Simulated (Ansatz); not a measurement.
**BaTiO3, a database entry at a rescaled volume**

```xyz
10
Lattice="3.9688 0.0000 3.9857 0.0000 3.9688 0.0000 3.9688 0.0000 -3.9857" Properties=species:S:1:pos:R:3 pbc="T T T"
Ba    0.0000    0.0000    0.0000
Ba    3.9688    0.0000    0.0000
Ti    1.9844    1.9844    1.9211
Ti    5.9532    1.9844    1.9211
O     1.9844    1.9844    0.0638
O     5.9532    1.9844    0.0638
O     1.9844    0.0000   -1.9331
O     5.9532    0.0000   -1.9331
O     3.9688    1.9844   -1.9331
O     3.9688    1.9844    2.0527
```

The numbers come from plane-wave PAW DFT (Ansatz): PBE, with U_eff = 6.27 eV on Ti d (all-electron-ortho-atomic projectors), collinear spin, 420 eV, 3×5×3 Γ-centred k points, cold occupations (width 0.1142 eV). Nothing was relaxed.

The state carries no moments; the state need not be the lowest.

Contacts: Ti–O at 1.86 Å: least valence density 0.93 e/Å³ and ELF 0.26 there. Ba–O at 2.77 Å: least valence density 0.20 e/Å³ and ELF 0.10 there, a closed-shell (ionic or weak) contact. These are pseudo-fields; inside the PAW spheres they differ from the all-electron ones.
Stress: The pressure is 9.3 GPa (compression positive), so with the atoms held at these fractions the cell would first expand. The principal stresses 8.7, 8.8, 10.5 GPa differ, so its shape would change too.
Forces: The largest is on Ti4 (and as large on other atoms): 0.65 eV/Å, components (0.00, 0.00, 0.65). It makes 180° with the line to a nearest neighbour, O6 at 1.86 Å, pointing away from it.
Band edges: Within 0.7 eV of the edges, the states project mainly on O p (93 %) below the gap and on Ti d (90 %) above it.
Electronic structure: The gap is 2.73 eV, indirect or between spins (the least direct gap found is 2.90 eV).

Origin: a database entry at a rescaled volume. Caveats: the input typed no starting moments.
